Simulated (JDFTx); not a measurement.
# TaS2 (P-3m1) in JDFTx: convergence with cutoff

Aim: find how far cutoff must go before the results for TaS2 settle, at PBE. This setting moves, with any that are tied to it; all else stays.

Everything below comes from runs of JDFTx 1.7.0 (patched build). Logs are shortened: lines on timing, memory, paths and dates and some standing lists are left out, and cuts for length are marked. The log counts tension as positive stress, the text compression.

### 1 The structure

The structure is trigonal, space group P-3m1 (No. 164). Conventional cell: a = 3.350 Å, b = 3.350 Å, c = 5.860 Å, α = 90.00°, β = 90.00°, γ = 120.00°. Ta (site symmetry -3m) has 6 S at 2.43 Å as nearest neighbours. S (site symmetry 3m) has 3 Ta at 2.43 Å as nearest neighbours.

### 2 With cutoff 326.537 eV

File TaS2.in:

```
lattice \
    6.3305825175    -3.1652912587     0.0000000000 \
    0.0000000000     5.4824452809     0.0000000000 \
    0.0000000000     0.0000000000    11.0737950903
coords-type Cartesian
ion Ta     0.0000000000     0.0000000000     0.0000000000 1
ion S      3.1652912591     1.8274817601     8.3053463177 1
ion S     -0.0000000003     3.6549635208     2.7684487726 1

ion-species pseudo/Ta.upf
ion-species pseudo/S.upf
elec-cutoff 12 96
elec-ex-corr gga-PBE
kpoint-folding 9 9 5
elec-smearing Fermi 0.0018374661
elec-n-bands 19
electronic-SCF nIterations 100 energyDiffThreshold 1e-09
electronic-minimize nIterations 30 energyDiffThreshold 1e-7
converge-empty-states yes
forces-output-coords Cartesian

dump-name run.$VAR
dump End Ecomponents EigStats BandEigs Kpoints Forces Stress
```

Potentials or basis: PseudoDojo-SR-PBE-0.4.1-standard.

On the command line:

```sh
jdftx -c 1 -i TaS2.in -o TaS2.out
```

Standard output:

```text
*************** JDFTx 1.7.0 (patched build) ***************

Input parsed successfully to the following command list (including defaults):
[... the input with its defaults ...]

---------- Setting up symmetries ----------

Found 24 point-group symmetries of the bravais lattice
Found 12 space-group symmetries with basis
Applied RMS atom displacement 3.17397e-10 bohrs to make symmetries exact.

---------- Initializing the Grid ----------
R =
[      6.33058     -3.16529            0  ]
[            0      5.48245            0  ]
[            0            0      11.0738  ]
unit cell volume = 384.339
G =
[   0.992513   0.573028         -0  ]
[          0    1.14606          0  ]
[          0         -0   0.567392  ]
Minimum fftbox size, Smin = [  28  28  52  ]
Chosen fftbox size, S = [  28  28  54  ]

---------- Initializing tighter grid for wavefunction operations ----------
R =
[      6.33058     -3.16529            0  ]
[            0      5.48245            0  ]
[            0            0      11.0738  ]
unit cell volume = 384.339
G =
[   0.992513   0.573028         -0  ]
[          0    1.14606          0  ]
[          0         -0   0.567392  ]
Minimum fftbox size, Smin = [  20  20  36  ]
Chosen fftbox size, S = [  20  20  36  ]

---------- Exchange Correlation functional ----------
Initalized PBE GGA exchange.
Initalized PBE GGA correlation.

---------- Setting up pseudopotentials ----------
Width of ionic core gaussian charges (only for fluid interactions / plotting) set to 0

Reading pseudopotential file 'pseudo/Ta.upf':
  'Ta' pseudopotential, 'PBE' functional
  Generated using ONCVPSP code by D. R. Hamann
  13 valence electrons, 4 orbitals, 8 projectors, 1001 radial grid points, with lMax = 3
    5S    l: 0   occupation:  2.0   eigenvalue: -2.682802
    5P    l: 1   occupation:  6.0   eigenvalue: -1.447891
    5D    l: 2   occupation:  3.0   eigenvalue: -0.131962
    6S    l: 0   occupation:  2.0   eigenvalue: -0.200010
  Core radius for overlap checks: 2.22 bohrs.

Reading pseudopotential file 'pseudo/S.upf':
  'S' pseudopotential, 'PBE' functional
  Generated using ONCVPSP code by D. R. Hamann
  6 valence electrons, 2 orbitals, 6 projectors, 1001 radial grid points, with lMax = 2
    3S    l: 0   occupation:  2.0   eigenvalue: -0.634163
    3P    l: 1   occupation:  4.0   eigenvalue: -0.257567
  Core radius for overlap checks: 1.58 bohrs.

Initialized 2 species with 3 total atoms.

Folded 1 k-points by 9x9x5 to 405 k-points.

---------- Setting up k-points, bands, fillings ----------
Reduced to 50 k-points under symmetry.
Computing the number of bands and number of electrons
Calculating initial fillings.
nElectrons:  25.000000   nBands: 19   nStates: 50

----- Setting up reduced wavefunction bases (one per k-point) -----
average nbasis = 762.615 , ideal nbasis = 763.098

---------- Setting up ewald sum ----------
Optimum gaussian width for ewald sums = 2.415246 bohr.
Real space sum over 1521 unit cells with max indices [  6  6  4  ]
Reciprocal space sum over 2057 terms with max indices [  5  5  8  ]

---------- Allocating electronic variables ----------
Initializing wave functions:  linear combination of atomic orbitals
Note: number of bands (19) exceeds available atomic orbitals (18)
Ta pseudo-atom occupations:   s ( 2 2 )  p ( 6 )  d ( 3 )
S pseudo-atom occupations:   s ( 2 )  p ( 4 )
	FillingsUpdate:  mu: +0.363726365  nElectrons: 25.000000
LCAOMinimize: Iter:   0  F: -79.3269817935812966  |grad|_K:  6.148e-03  alpha:  1.000e+00
	FillingsUpdate:  mu: +0.362578527  nElectrons: 25.000000
LCAOMinimize: Iter:   1  F: -79.3838242642856784  |grad|_K:  4.340e-03  alpha:  9.226e-02  linmin: -3.272e-01  cgtest:  9.093e-01
LCAOMinimize: Encountered beta<0, resetting CG.
[... 16 lines of inner loops ...]
LCAOMinimize: Iter:   7  F: -79.4254309652596220  |grad|_K:  5.161e-07  alpha:  6.789e-01  linmin: -1.033e-03  cgtest: -5.741e-03
	FillingsUpdate:  mu: +0.400184025  nElectrons: 25.000000
LCAOMinimize: Iter:   8  F: -79.4254309672249690  |grad|_K:  9.160e-08  alpha:  8.167e-01  linmin:  1.726e-03  cgtest: -7.386e-03
LCAOMinimize: Converged (|Delta F|<1.000000e-06 for 2 iters).

-------- Electronic minimization -----------
Will mix electronic density at each iteration.
	FillingsUpdate:  mu: +0.400184025  nElectrons: 25.000000
	FillingsUpdate:  mu: +0.383702294  nElectrons: 25.000000
SCF: Cycle:  0   F: -79.480630180019261   dF: -5.520e-02   |Residual|: 1.518e-01   |deigs|: 7.990e-02
	FillingsUpdate:  mu: +0.389855778  nElectrons: 25.000000
SCF: Cycle:  1   F: -79.568440448283127   dF: -8.781e-02   |Residual|: 7.053e-02   |deigs|: 9.289e-03
	FillingsUpdate:  mu: +0.388715708  nElectrons: 25.000000
SCF: Cycle:  2   F: -79.578871765005516   dF: -1.043e-02   |Residual|: 2.073e-02   |deigs|: 7.713e-03
	FillingsUpdate:  mu: +0.390155201  nElectrons: 25.000000
SCF: Cycle:  3   F: -79.579853169461614   dF: -9.814e-04   |Residual|: 1.263e-02   |deigs|: 1.189e-03
	FillingsUpdate:  mu: +0.391428308  nElectrons: 25.000000
SCF: Cycle:  4   F: -79.579856970696682   dF: -3.801e-06   |Residual|: 3.915e-03   |deigs|: 1.110e-03
	FillingsUpdate:  mu: +0.391495783  nElectrons: 25.000000
SCF: Cycle:  5   F: -79.579899593243411   dF: -4.262e-05   |Residual|: 1.197e-03   |deigs|: 2.741e-04
	FillingsUpdate:  mu: +0.391662752  nElectrons: 25.000000
SCF: Cycle:  6   F: -79.579902180756193   dF: -2.588e-06   |Residual|: 2.350e-04   |deigs|: 1.873e-04
	FillingsUpdate:  mu: +0.391685109  nElectrons: 25.000000
SCF: Cycle:  7   F: -79.579902383627754   dF: -2.029e-07   |Residual|: 8.445e-05   |deigs|: 2.536e-05
	FillingsUpdate:  mu: +0.391691686  nElectrons: 25.000000
SCF: Cycle:  8   F: -79.579902430185996   dF: -4.656e-08   |Residual|: 4.663e-05   |deigs|: 1.230e-05
	FillingsUpdate:  mu: +0.391688346  nElectrons: 25.000000
SCF: Cycle:  9   F: -79.579902449568863   dF: -1.938e-08   |Residual|: 4.041e-05   |deigs|: 1.112e-05
	FillingsUpdate:  mu: +0.391687479  nElectrons: 25.000000
SCF: Cycle: 10   F: -79.579902455622786   dF: -6.054e-09   |Residual|: 1.428e-05   |deigs|: 8.659e-06
	FillingsUpdate:  mu: +0.391687292  nElectrons: 25.000000
SCF: Cycle: 11   F: -79.579902457601463   dF: -1.979e-09   |Residual|: 5.054e-06   |deigs|: 2.514e-05
	FillingsUpdate:  mu: +0.391687230  nElectrons: 25.000000
SCF: Cycle: 12   F: -79.579902458220729   dF: -6.193e-10   |Residual|: 1.745e-06   |deigs|: 1.369e-05
	FillingsUpdate:  mu: +0.391687055  nElectrons: 25.000000
SCF: Cycle: 13   F: -79.579902458464829   dF: -2.441e-10   |Residual|: 6.804e-07   |deigs|: 6.439e-06
SCF: Converged (|Delta E|<1.000000e-09 for 2 iters).

Setting wave functions to eigenvectors of Hamiltonian
Converging empty states (this may take a while): |deigs|: 5.085e-05

# Stress tensor in Cartesian coordinates [Eh/a0^3]:
[  0.000508691            0            0  ]
[            0  0.000508691            0  ]
[            0            0  0.000334672  ]

# Ionic positions in cartesian coordinates:
ion Ta   0.000000000000000  -0.000000000000000   0.000000000000000 1
ion S   3.165291258766668   1.827481760300000   8.305346317700000 1
ion S   0.000000000033333   3.654963520600000   2.768448772600000 1

# Forces in Cartesian coordinates:
force Ta   0.000000000000000   0.000000000000000   0.000000000000000 1
force S  -0.000000000000000  -0.000000000000000  -0.025268531899947 1
force S   0.000000000000000  -0.000000000000000   0.025268531899948 1

# Energy components:
   Eewald =      -55.3521930965166433
       EH =       20.1050847289588006
     Eloc =      -63.3690627392180019
      Enl =        7.7971637152360067
      Exc =      -21.1910239891343934
 Exc_core =        7.5908519251989279
       KE =       24.8398284417595470
-------------------------------------
     Etot =      -79.5793510137157512
       TS =        0.0005514447490795
-------------------------------------
        F =      -79.5799024584648294

IonicMinimize: Iter:   0  F: -79.579902458464829  |grad|_K:  1.191e-02
IonicMinimize: None of the convergence criteria satisfied after 0 iterations.

#--- Lowdin population analysis ---
# oxidation-state Ta +0.517
# oxidation-state S -0.167 -0.167

Dumping 'run.eigStats' ...
	eMin: -2.121728 at state 42 ( [ +0.222222 +0.333333 +0.000000 ] spin 0 )
	HOMO: +0.391536 at state 26 ( [ +0.111111 +0.222222 +0.000000 ] spin 0 )
	mu  : +0.391687
	LUMO: +0.392091 at state 1 ( [ +0.000000 +0.000000 +0.200000 ] spin 0 )
	eMax: +0.743025 at state 47 ( [ +0.333333 +0.333333 +0.000000 ] spin 0 )
	HOMO-LUMO gap: +0.000555
	Optical gap  : +0.030121 at state 0 ( [ +0.000000 +0.000000 +0.000000 ] spin 0 )
Done!
```

Run time: 32 s. Hardware: 1 thread of Arm Neoverse V1, shared host; peak memory 0.08 GiB.

What came out:

* Free energy: -2165.4795 eV
* Pressure: -13.3 GPa
* Largest force: 1.299 eV/Å
* Band gap on the k mesh: none (metal or under the smearing width)
* Loewdin charges: Ta +0.52; S -0.17 e

### 3 With cutoff 380.959 eV

TaS2.in, as its differences from that of step 2:

```diff
@@ -11,3 +11,3 @@
 ion-species pseudo/S.upf
-elec-cutoff 12 96
+elec-cutoff 14 112
 elec-ex-corr gga-PBE
```

Potentials or basis: PseudoDojo-SR-PBE-0.4.1-standard.

On the command line:

```sh
jdftx -c 1 -i TaS2.in -o TaS2.out
```

Wall time 56 s (1 thread of Arm Neoverse V1, shared host); peak memory 0.1 GiB.

What came out:

| Property | Result |
| --- | --- |
| Free energy | -2167.0172 eV |
| Pressure | -5.5 GPa |
| Largest force | 1.255 eV/Å |
| Band gap on the k mesh | none (metal or under the smearing width) |
| Loewdin charges | Ta +0.52; S -0.17 e |

### 4 With cutoff 462.594 eV

TaS2.in, as its differences from that of step 3:

```diff
@@ -11,3 +11,3 @@
 ion-species pseudo/S.upf
-elec-cutoff 14 112
+elec-cutoff 17 136
 elec-ex-corr gga-PBE
```

On the command line:

```sh
jdftx -c 1 -i TaS2.in -o TaS2.out
```

Run time: 73 s. Hardware: 1 thread of Arm Neoverse V1, shared host; peak memory 0.13 GiB.

Results:

| Property | Result |
| --- | --- |
| Free energy | -2168.1265 eV |
| Pressure | 2.3 GPa |
| Largest force | 1.240 eV/Å |
| Band gap on the k mesh | none (metal or under the smearing width) |
| Loewdin charges | Ta +0.52; S -0.17 e |

### 5 With cutoff 544.228 eV

TaS2.in, as its differences from that of step 4:

```diff
@@ -11,3 +11,3 @@
 ion-species pseudo/S.upf
-elec-cutoff 17 136
+elec-cutoff 20 160
 elec-ex-corr gga-PBE
```

On the command line:

```sh
jdftx -c 1 -i TaS2.in -o TaS2.out
```

It took 1.7 min on 1 thread of Arm Neoverse V1, shared host; peak memory 0.15 GiB.

What came out:

| Item | Value |
| --- | --- |
| Free energy | -2168.5095 eV |
| Pressure | 6.6 GPa |
| Largest force | 1.218 eV/Å |
| Band gap on the k mesh | none (metal or under the smearing width) |
| Loewdin charges | Ta +0.53; S -0.17 e |

### 6 With cutoff 625.862 eV

TaS2.in, as its differences from that of step 5:

```diff
@@ -11,3 +11,3 @@
 ion-species pseudo/S.upf
-elec-cutoff 20 160
+elec-cutoff 23 184
 elec-ex-corr gga-PBE
```

Potentials or basis: PseudoDojo-SR-PBE-0.4.1-standard.

On the command line:

```sh
jdftx -c 1 -i TaS2.in -o TaS2.out
```

Wall time 1.9 min (1 thread of Arm Neoverse V1, shared host); peak memory 0.18 GiB.

What came out:

```
Free energy            : -2168.6131 eV
Pressure               : 8.4 GPa
Largest force          : 1.218 eV/Å
Band gap on the k mesh : none (metal or under the smearing width)
Loewdin charges        : Ta +0.53; S -0.17 e
```

### 7 With cutoff 707.496 eV

TaS2.in, as its differences from that of step 6:

```diff
@@ -11,3 +11,3 @@
 ion-species pseudo/S.upf
-elec-cutoff 23 184
+elec-cutoff 26 208
 elec-ex-corr gga-PBE
```

On the command line:

```sh
jdftx -c 1 -i TaS2.in -o TaS2.out
```

It took 2.1 min on 1 thread of Arm Neoverse V1, shared host; peak memory 0.21 GiB.

It converged, with:

```
Free energy            : -2168.6330 eV
Pressure               : 8.9 GPa
Largest force          : 1.218 eV/Å
Band gap on the k mesh : none (metal or under the smearing width)
Loewdin charges        : Ta +0.53; S -0.17 e
```

### 8 With cutoff 789.13 eV

TaS2.in, as its differences from that of step 7:

```diff
@@ -11,3 +11,3 @@
 ion-species pseudo/S.upf
-elec-cutoff 26 208
+elec-cutoff 29 232
 elec-ex-corr gga-PBE
```

On the command line:

```sh
jdftx -c 1 -i TaS2.in -o TaS2.out
```

Run time: 2.3 min. Hardware: 1 thread of Arm Neoverse V1, shared host; peak memory 0.24 GiB.

Results (log left out):

| Property | Result |
| --- | --- |
| Free energy | -2168.6352 eV |
| Pressure | 9.0 GPa |
| Largest force | 1.218 eV/Å |
| Band gap on the k mesh | none (metal or under the smearing width) |
| Loewdin charges | Ta +0.53; S -0.17 e |

### 9 With cutoff 897.976 eV

TaS2.in, as its differences from that of step 8:

```diff
@@ -11,3 +11,3 @@
 ion-species pseudo/S.upf
-elec-cutoff 29 232
+elec-cutoff 33 264
 elec-ex-corr gga-PBE
```

Potentials or basis: PseudoDojo-SR-PBE-0.4.1-standard.

On the command line:

```sh
jdftx -c 1 -i TaS2.in -o TaS2.out
```

Wall time 3.5 min (1 thread of Arm Neoverse V1, shared host); peak memory 0.29 GiB.

It converged, with:

- Free energy: -2168.6356 eV
- Pressure: 9.0 GPa
- Largest force: 1.217 eV/Å
- Band gap on the k mesh: none (metal or under the smearing width)
- Loewdin charges: Ta +0.53; S -0.17 e

### 10 With cutoff 1061.24 eV

TaS2.in, as its differences from that of step 9:

```diff
@@ -11,3 +11,3 @@
 ion-species pseudo/S.upf
-elec-cutoff 33 264
+elec-cutoff 39 312
 elec-ex-corr gga-PBE
```

On the command line:

```sh
jdftx -c 1 -i TaS2.in -o TaS2.out
```

Wall time 4.1 min (1 thread of Arm Neoverse V1, shared host); peak memory 0.36 GiB.

It converged, with:

- Free energy: -2168.6361 eV
- Pressure: 9.0 GPa
- Largest force: 1.217 eV/Å
- Band gap on the k mesh: none (metal or under the smearing width)
- Loewdin charges: Ta +0.53; S -0.17 e

### 11 Summary

```
    cutoff  energy less the tightest run, at zero smearing (meV/atom)  pressure (GPa)  largest force (eV/Å)  SCF cycles  CPU time (s)  peak memory (GiB)
326.537 eV                                                    1052.22          -13.26                 1.299          14            32               0.08
380.959 eV                                                     539.64           -5.49                 1.255          14            56                0.1
462.594 eV                                                     169.89            2.29                 1.240          15            73               0.13
544.228 eV                                                      42.20            6.63                 1.218          15           100               0.15
625.862 eV                                                       7.65            8.42                 1.218          16           110               0.18
707.496 eV                                                       1.04            8.95                 1.218          16           120               0.21
 789.13 eV                                                       0.31            9.04                 1.218          16           140               0.24
897.976 eV                                                       0.16            9.04                 1.217          15           210               0.29
1061.24 eV                                                       0.00            9.04                 1.217          16           250               0.36
```

Against the tightest run, the energy stays within 1 meV/atom from 789.13 eV on; the pressure stays within 0.1 GPa from 707.496 eV on; the largest force stays within 0.005 eV/Å from 544.228 eV on. The tightest run that finished is the yardstick and may itself not be fully converged.

Caveats: this functional lacks dispersion, which binds the layers, so the pressure and a relaxed spacing across them are unreliable; forces of over 1 eV/Å show positions far from the minimum, so gaps and moduli don't describe the material at rest.
